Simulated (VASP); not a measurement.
A run of VASP 6.6.1:

INCAR

```
SYSTEM = Ag2O
  PREC = Accurate
  ENCUT = 520
  EDIFF = 1E-6
  ISMEAR = 0
  SIGMA = 0.01
  LREAL = .False.
  LASPH = .True.
  NELM = 100
  ALGO = Normal
  ISIF = 2
  LWAVE = .False.
  LCHARG = .False.
  GGA = PE
  NBANDS = 37
```

File KPOINTS:

```
regular mesh
0
Gamma
  4 4 4
  0 0 0
```

POSCAR

```
Ag2O
1.0
    4.6542354267      0.0000000000      0.0000000000
    0.0000000000      4.6542354267      0.0000000000
    0.0000000000      0.0000000000      4.6542354267
Ag O
4 2
Direct
    0.2500000000      0.2500000000      0.2500000000
    0.2500000000      0.7500000000      0.7500000000
    0.7500000000      0.7500000000      0.2500000000
    0.7500000000      0.2500000000      0.7500000000
    0.0000000000      0.0000000000      0.0000000000
    0.5000000000      0.5000000000      0.5000000000
```

Potentials or basis: VASP PAW PBE potentials, release 64 (Ag, O).

Command:

```bash
$ cat potpaw_PBE.64/Ag/POTCAR potpaw_PBE.64/O/POTCAR > POTCAR
$ mpirun -np 1 vasp_std > vasp.out
```

Hardware: 1 thread of Intel(R) Xeon(R) 6975P-C (Granite Rapids), on a shared host.

**Question.** How long does it take, and how much memory?

**Answer.** It took 24 s on 1 thread of Intel(R) Xeon(R) 6975P-C (Granite Rapids), on a shared host, peak memory 0.2 GiB. Counts: scf iterations 15, k points 10.
